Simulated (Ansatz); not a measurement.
**BN: stress in a strained cell**

Aim: deform BN (equal xx and yy strain of -3 %) and compute stress, forces and field gradients with LAPW, PAW and all-electron datasets made for the crystal.

Program: Ansatz 0.2.0. Level of theory: DFT PBEsol, scalar-relativistic. These are calculated values, not measurements.

## 1. The system as given

The structure is hexagonal, space group P6_3/mmc (No. 194). The conventional cell has a = 2.504 Å, b = 2.504 Å, c = 6.661 Å, α = 90.00°, β = 90.00°, γ = 120.00°. B (site symmetry -6m2) is surrounded by 3 N at 1.45 Å. N (site symmetry -6m2) has 3 B at 1.45 Å as nearest neighbours.

Structure file:

```cif
data_structure
_symmetry_space_group_name_H-M 'P6_3/mmc'
_symmetry_Int_Tables_number 194
_cell_length_a 2.5040
_cell_length_b 2.5040
_cell_length_c 6.6612
_cell_angle_alpha 90.000
_cell_angle_beta 90.000
_cell_angle_gamma 120.000
_cell_volume 36.17
loop_
_atom_site_label
_atom_site_type_symbol
_atom_site_symmetry_multiplicity
_atom_site_Wyckoff_symbol
_atom_site_fract_x
_atom_site_fract_y
_atom_site_fract_z
_atom_site_occupancy
B1 B 2 c 0.33333 0.66667 0.25000 1
N1 N 2 d 0.33333 0.66667 0.75000 1
```

The file gives the conventional cell by its symmetry; the runs use the cell typed in the input.

Atoms are numbered in the order of the input: B1, B2, N3, N4.

## 2. After the deformation

Space group P6_3/mmc before, P6_3/mmc after.

## 3. Full-potential LAPW

Input file input.yaml:

```yaml
crystal:
  lattice:
    - [2.4288719532, 0.0, 0.0]
    - [-1.2144359766, 2.103464814, 0.0]
    - [0.0, 0.0, 6.6612]
  atoms:
    - { symbol: B, position: [0.3333333333, 0.6666666667, 0.25] }
    - { symbol: B, position: [0.6666666667, 0.3333333333, 0.75] }
    - { symbol: "N", position: [0.3333333333, 0.6666666667, 0.75] }
    - { symbol: "N", position: [0.6666666667, 0.3333333333, 0.25] }
kpoints:
  mp_grid: { grid: [11, 11, 4] }
  band_path:
    path:
      - [0.0, 0.0, 0.0]
      - [0.5, 0.0, 0.0]
      - [0.3333333333, 0.3333333333, 0.0]
      - [0.0, 0.0, 0.0]
      - [0.0, 0.0, 0.5]
      - [0.5, 0.0, 0.5]
      - [0.3333333333, 0.3333333333, 0.5]
      - [0.0, 0.0, 0.5]
      - [0.5, 0.0, 0.5]
    npoints: 5
scf:
  occupations: { method: fermi_dirac, width: 0.02 }
hamiltonian:
  xc: pbesol
  pseudopotentials: { kind: all_electron, lapw: { basis_error: 0.001 } }
output:
  forces: true
  stress: true
  eigenvalues: true
```

Started as:

```sh
$ ansatz run input.yaml --threads 1 --pin off --max-ram 6144MiB --backend cpu --events-out ev --progress --plain --runs-dir out
```

## 4. PAW on the default files

Input file input.yaml:

```yaml
crystal:
  lattice:
    - [2.4288719532, 0.0, 0.0]
    - [-1.2144359766, 2.103464814, 0.0]
    - [0.0, 0.0, 6.6612]
  atoms:
    - { symbol: B, position: [0.3333333333, 0.6666666667, 0.25] }
    - { symbol: B, position: [0.6666666667, 0.3333333333, 0.75] }
    - { symbol: "N", position: [0.3333333333, 0.6666666667, 0.75] }
    - { symbol: "N", position: [0.6666666667, 0.3333333333, 0.25] }
kpoints:
  mp_grid: { grid: [11, 11, 4] }
scf:
  occupations: { method: fermi_dirac, width: 0.02 }
hamiltonian:
  xc: pbesol
  pseudopotentials: { kind: paw }
output:
  forces: true
  stress: true
  eigenvalues: true
  efg: { contact_densities: true }
```

## 5. Datasets made for this crystal

Edit input.yaml of step 4 so:

```diff
@@ -16,3 +16,3 @@
   xc: pbesol
-  pseudopotentials: { kind: paw }
+  pseudopotentials: { kind: all_electron, datasets: crystal }
 output:
```

(Steps that only read results are left out.)

Q: Predict the outcome of this session. Wanted: pressure; largest shear or deviatoric stress.

As calculated:

| quantity | value |
| --- | --- |
| pressure | LAPW 25.46, PAW 25.48, crystal datasets 25.46 GPa |
| largest shear or deviatoric stress (LAPW) | 24.46 GPa |

**Reading.** The largest part of the stress beyond the pressure is 24.46 GPa in size, in the zz component; the atoms are carried along and not relaxed. No run of the undeformed cell stands beside it, so the pressure holds what the given cell had before the change. PAW: stress within 0.04 GPa of LAPW. Crystal datasets: stress within 0.01 GPa of LAPW.
